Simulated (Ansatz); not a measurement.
# Y2COS MXene bilayer (AA) in a perpendicular field, part 3 of 3

Wanted: the out-of-plane response of the Y2COS MXene bilayer (AA). A positive field points along +c.

Ansatz 0.2.0; plane-wave DFT, RPBE-D3(BJ), Ansatz PAW.

So far. Step 7 (Atoms held, field 0.25 V/Å): The dipole is 0.242 e·Å, 0.209 e·Å from its value without field. Step 8 (Single point, field -0.25 V/Å): The dipole is -0.175 e·Å, -0.208 e·Å from its value without field.

## Step 9: Response, atoms held

This step: plane-wave DFT, RPBE-D3(BJ), Ansatz PAW; response to a field along the normal, atoms held (Ansatz 0.2.0).

The dipoles give the slope, and the difference of two potentials shows where the field is screened.

This step gave:

| Property | Result |
| --- | --- |
| equivalent conductor thickness p/(ε₀AE) | 14.35 Å |
| distance between the outer atoms | 12.84 Å |

The dipole of the cell by applied field:

```
applied field (V/Å)  dipole of the cell (e·Å)
             -0.250                    -0.175
             -0.030                   0.00858
              0.000                    0.0336
              0.030                    0.0586
              0.150                     0.159
              0.250                     0.242
```

Local field over the applied field, running mean. From the potentials at -0.03 and 0.03 V/Å; running mean over 2.5 Å. The local field over applied field by z:

z (Å), local field over applied field and a bar from the least value:
```
        5      0.998 ##############################
        6      0.979 #############################
        7      0.847 #########################
        8      0.511 ###############
        9      0.161 #####
       10      0.016 #
       11      0.007 
       12      0.012 #
       13      0.001 
       14     -0.010 
       15     -0.009 
       16     -0.005 
       17     -0.004 
       18     -0.006 
       19      0.021 #
       20      0.073 ##
       21      0.138 ####
       22      0.339 ##########
       23      0.674 ####################
       24      0.922 ############################
       25      0.990 ##############################
       26      0.999 ##############################
```

Electrons, planar mean, per unit field. Induced electron density against z:

| z (Å) | induced electron density (e/Å³ per V/Å) |
| --- | --- |
| 4.5 | 1.9e-6 |
| 5.0 | 7.1e-6 |
| 5.5 | 2.7e-5 |
| 6.0 | 9.1e-5 |
| 6.5 | 2.9e-4 |
| 7.0 | 7.9e-4 |
| 7.5 | 0.00208 |
| 8.0 | 0.00383 |
| 8.5 | 0.00281 |
| 9.0 | 6.2e-4 |
| 9.5 | 7.9e-4 |
| 10.0 | -1.5e-4 |
| 10.5 | -4.2e-4 |
| 11.0 | -3.7e-6 |
| 11.5 | 1.6e-4 |
| 12.0 | -1.4e-4 |
| 12.5 | 2.0e-4 |
| 13.0 | 8.3e-5 |
| 13.5 | -2.0e-5 |
| 14.0 | 6.6e-5 |
| 14.5 | 5.5e-5 |
| 15.0 | -1.6e-6 |
| 15.5 | -1.2e-4 |
| 16.0 | -7.8e-5 |
| 16.5 | 3.5e-5 |
| 17.0 | -1.0e-5 |
| 17.5 | 1.1e-4 |
| 18.0 | 9.3e-5 |
| 18.5 | -8.5e-5 |
| 19.0 | -2.9e-4 |
| 19.5 | -4.2e-4 |
| 20.0 | -0.00103 |
| 20.5 | 2.5e-4 |
| 21.0 | 6.9e-4 |
| 21.5 | -0.00126 |
| 22.0 | -0.00159 |
| 22.5 | -0.00345 |
| 23.0 | -0.00233 |
| 23.5 | -1.0e-3 |
| 24.0 | -3.9e-4 |
| 24.5 | -1.4e-4 |
| 25.0 | -4.4e-5 |
| 25.5 | -1.3e-5 |
| 26.0 | -3.7e-6 |
| 26.5 | -1.1e-6 |

By hand: between -0.03 and 0.03 V/Å the dipole changes by 0.05004 e·Å, a slope of 0.8340 e·Å²/V. A perfect conductor of thickness t has p = ε₀AEt, so t = 180.95 × 0.8340 / 10.517 = 14.35 Å (e/ε₀ = 180.95 V·Å, A in Å²).

The induced dipole is that of a conductor 14.35 Å thick.

## Step 10: The same run with other settings: efield.amplitude = 0.05

This step: plane-wave DFT, RPBE-D3(BJ), Ansatz PAW (Ansatz 0.2.0).

A run with a changed input: it repeats the earlier run at 0.03 V/Å with efield.amplitude from 0.03 to 0.05.

The input, input.yaml:

```yaml
crystal:
  lattice:
    - [3.4848064959, 0.0, 0.0]
    - [-1.7424032479, 3.0179309527, 0.0]
    - [0.0, 0.0, 30.8445880049]
  atoms:
    - { symbol: S, position: [0.3333333333, 0.6666666667, 0.2917853854] }
    - { symbol: "Y", position: [0.6666666667, 0.3333333333, 0.3461356103] }
    - { symbol: C, position: [0.0, 0.0, 0.3867055593] }
    - { symbol: "Y", position: [0.3333333333, 0.6666666667, 0.440786628] }
    - { symbol: O, position: [0.6666666667, 0.3333333333, 0.4612137214] }
    - { symbol: S, position: [0.3333333333, 0.6666666667, 0.5337898075] }
    - { symbol: "Y", position: [0.6666666667, 0.3333333333, 0.58794611] }
    - { symbol: C, position: [0.0, 0.0, 0.6292671198] }
    - { symbol: "Y", position: [0.3333333333, 0.6666666667, 0.6828782084] }
    - { symbol: O, position: [0.6666666667, 0.3333333333, 0.7082146146] }
kpoints:
  mp_grid: { grid: [18, 18, 1] }
  band_path:
    path: [[0, 0, 0], [0.5, 0, 0], [0.33333333, 0.33333333, 0], [0, 0, 0]]
    npoints: 16
hamiltonian:
  xc: rpbe
  dispersion: d3bj
scf:
  occupations: { method: fermi_dirac, width: 0.05 }
  convergence: { dr2_threshold: 1.0e-10 }
efield:
  axis: 3
  dipole_correction: true
  ramp_position: 0.97
  ramp_width: 0.06
  amplitude: 0.05
output:
  write_potential: true
  write_density: true
  volumetric_format: npy
```

Command:

```bash
> ansatz run input.yaml --threads 4 --pin off --max-ram 6144MiB --backend cpu --events-out ev --progress --plain --runs-dir out
```

Numbers of over 12 decimals in the logs are rounded to 6 here.

The log of the run:

```text
[...]
Crystal: 10 atoms, lattice volume = 324.390 Å³
Basis set: ecut = 420 eV, 6313 PW (Γ)
Bands: 48, of which v1, the nominal top of the filled ones, is band 38 counted from 1 (37 counted from 0)
Symmetry: 6 space group operations
[...]
k-points: 37 of 324 (time reversal used)
[...]
SCF iter   1: F=—  HF=-18907.345212 eV  |F-HF|=—  |Δ(HF+E_count)|=         —  Δρ=9.93e-2  dr2=1.24e2  ethr=3.10e-3  p=0.044 e·Å  D=2.45e-2 V/Å  ΔV_dip=-0.76 eV  dr2_dipole=4.21e1  V_vac-E_F(+/−)=9.95/9.29 eV  ⟨swp⟩=9.0  Hψ=8908  notcnv=0  defer=28
[...]
SCF iter  21: F=-18897.241216 eV  HF=-18897.241216 eV  |F-HF|=0.00e0  |Δ(HF+E_count)|=  3.64e-12  Δρ=5.62e-8  dr2=3.28e-11  ethr=1.00e-12  p=0.075 e·Å  D=4.20e-2 V/Å  ΔV_dip=-1.30 eV  dr2_dipole=2.04e-13  V_vac-E_F(+/−)=6.33/6.21 eV  ⟨swp⟩=19.0  Hψ=7340  notcnv=0
SCF 1 converged in 21 iterations: F = -18897.241216 eV  dr2 = 3.28e-11
[...]
SCF converged after 21 iterations
Free energy (F): -18897.241216 eV
[...]
Internal energy: -18897.162172 eV  (E = F + TS)
E sigma→0 (E₀):  -18897.201694 eV
Entropy (-TS):   -0.079044 eV (-7.904 meV/atom)
Fermi energy:    1.531848 eV
Dipole field:    D = 0.042005 V/Å  (p = 0.075302 e·Å, saw-weighted, corrected)
Work function:   not extracted (applied field tilts the vacuum); planar V_es + V_field profile in the machine report
[...]
--- Band table (eV; the first three rows and the last of 37) ---
  k-point 0: bands = [... 34 lower, 1.2035, 1.8760, 2.4260, 2.4260, 2.4511, 2.4511, 5.5698, 5.8294, ... 6 higher]
  k-point 1: bands = [... 34 lower, 1.3717, 1.8615, 2.2582, 2.2869, 2.3538, 2.3981, 5.5701, 5.7443, ... 6 higher]
  k-point 2: bands = [... 34 lower, 1.5310, 1.6795, 1.8314, 2.0559, 2.1856, 2.2519, 5.4128, 5.5475, ... 6 higher]
  k-point 36: bands = [... 34 lower, 0.2561, 0.2702, 0.8663, 0.9573, 1.1379, 1.4690, 5.8158, 6.1662, ... 6 higher]
```

Elapsed: 46 s, on 4 threads of Arm Neoverse V2, shared host; peak memory 1 GiB.

Numbers from this step:

* energy at zero smearing: -18897.2017 eV
* dipole along the normal: 0.07530 e·Å

The electronic bands at the labelled points (eV, zero at the Fermi level):

| point | band 35 | band 36 | band 37 | band 38 | band 39 | band 40 | band 41 | band 42 |
| --- | --- | --- | --- | --- | --- | --- | --- | --- |
| Γ | -0.33 | 0.34 | 0.89 | 0.89 | 0.92 | 0.92 | 4.04 | 4.30 |
| halfway | -0.78 | -0.52 | 0.03 | 0.19 | 0.25 | 0.33 | 3.14 | 3.37 |
| M | -1.00 | -0.81 | -0.37 | -0.26 | 0.21 | 0.28 | 2.59 | 2.85 |
| halfway | -0.91 | -0.90 | -0.59 | -0.49 | -0.13 | -0.06 | 3.38 | 3.56 |
| K | -1.28 | -1.26 | -0.67 | -0.57 | -0.39 | -0.06 | 4.28 | 4.63 |
| halfway | -0.73 | -0.62 | -0.19 | -0.11 | 0.04 | 0.25 | 3.70 | 3.90 |
| Γ | -0.33 | 0.34 | 0.89 | 0.89 | 0.92 | 0.92 | 4.04 | 4.30 |

| quantity | this run | earlier run | difference |
| --- | --- | --- | --- |
| dipole along the normal (e·Å) | 0.07530 | 0.05862 | 0.017 |

The applied field differs, and the slope found earlier predicts a dipole of 0.0753 e·Å; this run gives 0.0753 e·Å, in line with it.

## Step 11: The same run with other settings

Another changed input: it repeats the earlier run at 0.03 V/Å with scf.n_extra_bands to 4 and crystal.symmetry to detect: false.

input.yaml, as its differences from that of step 10:

```diff
@@ -16,2 +16,3 @@
     - { symbol: O, position: [0.6666666667, 0.3333333333, 0.7082146146] }
+  symmetry: { detect: false }
 kpoints:
@@ -27,2 +28,3 @@
   convergence: { dr2_threshold: 1.0e-10 }
+  n_extra_bands: 4
 efield:
@@ -32,3 +34,3 @@
   ramp_width: 0.06
-  amplitude: 0.05
+  amplitude: 0.03
 output:
```

The log of the run:

```text
[...]
Crystal: 10 atoms, lattice volume = 324.390 Å³
Basis set: ecut = 420 eV, 6313 PW (Γ)
Bands: 42, of which v1, the nominal top of the filled ones, is band 38 counted from 1 (37 counted from 0)
Symmetry: 1 space group operations
k-points: 164 of 324 (time reversal used)
[...]
SCF iter   1: F=—  HF=-18907.345616 eV  |F-HF|=—  |Δ(HF+E_count)|=         —  Δρ=9.93e-2  dr2=1.25e2  ethr=3.10e-3  p=0.026 e·Å  D=1.47e-2 V/Å  ΔV_dip=-0.45 eV  dr2_dipole=4.21e1  V_vac-E_F(+/−)=9.83/9.43 eV  ⟨swp⟩=8.4  Hψ=35994  notcnv=0
[...]
SCF iter  21: F=-18897.239877 eV  HF=-18897.239877 eV  |F-HF|=2.55e-11  |Δ(HF+E_count)|=  3.64e-12  Δρ=4.73e-8  dr2=2.24e-11  ethr=1.00e-12  p=0.059 e·Å  D=3.27e-2 V/Å  ΔV_dip=-1.01 eV  dr2_dipole=2.99e-13  V_vac-E_F(+/−)=6.19/6.35 eV  ⟨swp⟩=4.1  Hψ=17288  notcnv=0
SCF 1 converged in 21 iterations: F = -18897.239877 eV  dr2 = 2.24e-11
[...]
SCF converged after 21 iterations
Free energy (F): -18897.239877 eV
[...]
Internal energy: -18897.160903 eV  (E = F + TS)
E sigma→0 (E₀):  -18897.200390 eV
Entropy (-TS):   -0.078973 eV (-7.897 meV/atom)
Fermi energy:    1.534480 eV
Dipole field:    D = 0.032700 V/Å  (p = 0.058622 e·Å, saw-weighted, corrected)
Work function:   not extracted (applied field tilts the vacuum); planar V_es + V_field profile in the machine report
[...]
--- Band table (eV; the first three rows and the last of 164) ---
  k-point 0: bands = [... 34 lower, 1.2064, 1.8788, 2.4289, 2.4289, 2.4539, 2.4539, 5.5716, 5.8326]
  k-point 1: bands = [... 34 lower, 1.3747, 1.8644, 2.2610, 2.2897, 2.3567, 2.4009, 5.5720, 5.7475]
  k-point 2: bands = [... 34 lower, 1.5336, 1.6827, 1.8344, 2.0587, 2.1884, 2.2547, 5.4149, 5.5506]
  k-point 163: bands = [... 34 lower, 0.5355, 0.7248, 1.1616, 1.2777, 1.7453, 1.8118, 4.1281, 4.3821]
```

Wall time 2.4 min (4 threads); peak memory 2.3 GiB.

This step gave:

| Property | Result |
| --- | --- |
| energy at zero smearing | -18897.2004 eV |
| dipole along the normal | 0.05862 e·Å |

The electronic bands at the labelled points (eV, zero at the Fermi level):

| point | band 35 | band 36 | band 37 | band 38 | band 39 | band 40 | band 41 | band 42 |
| --- | --- | --- | --- | --- | --- | --- | --- | --- |
| Γ | -0.33 | 0.34 | 0.89 | 0.89 | 0.92 | 0.92 | 4.04 | 4.30 |
| halfway | -0.78 | -0.52 | 0.03 | 0.19 | 0.25 | 0.33 | 3.13 | 3.37 |
| M | -1.00 | -0.81 | -0.37 | -0.26 | 0.21 | 0.28 | 2.59 | 2.85 |
| halfway | -0.91 | -0.90 | -0.59 | -0.49 | -0.13 | -0.06 | 3.38 | 3.57 |
| K | -1.28 | -1.26 | -0.67 | -0.57 | -0.39 | -0.06 | 4.28 | 4.63 |
| halfway | -0.73 | -0.62 | -0.19 | -0.11 | 0.04 | 0.25 | 3.70 | 3.90 |
| Γ | -0.33 | 0.34 | 0.89 | 0.89 | 0.92 | 0.92 | 4.04 | 4.30 |

```csv
quantity,this run,earlier run,difference
dipole along the normal (e·Å),0.05862,0.05862,1.6e-7
```

The dipole moves by under 0.5 % or 5e-5 e·Å.

Of the bands kept, 6 cross the Fermi level on this path.

## Step 12: Results

```
gap without field                          : none
work function, upper face                  : 5.99 eV
step between the vacuum levels             : -0.578 eV
equivalent conductor thickness, atoms held : 14.3 Å
```

In words: The induced dipole equals that of a perfect conductor 14.35 Å thick, while the outer atoms lie 12.84 Å apart. The two faces differ: the vacuum level above lies 0.58 eV lower than the one below. There is no gap over 0.03 eV, with or without the field. The main runs have no spin polarisation; a magnetic state could lie lower and would change these results. Spin-orbit coupling is left out. RPBE with D3(BJ) overbinds, and the relaxed cell is some per cent too small. The MXene's terminations sit over the metal atoms of its far layer; the site over carbon or nitrogen, which some compounds prefer, was not run. With this functional, D3(BJ) tends to leave the relaxed cell short of measured lattice constants, by some per cent. After relaxation neighbouring layers come as close as 2.2 Å along the normal, so they are bonded in part and no longer a van der Waals stack.

[Logs are printed without paths, hosts, clocks, repeated set-up lines and the standing remarks that a program may print on its own settings, such as how far it seeks lower states.]

[Hosts, paths, dates, database ids (printed as entryN), source tags and the programs' standing remarks are cut or masked in the printed files.]

[Maps of the electrostatic potential energy from Ansatz leave out the sawtooth potential of an applied field or a dipole correction, so their vacuum need not be flat; planar profiles and work functions include it.]
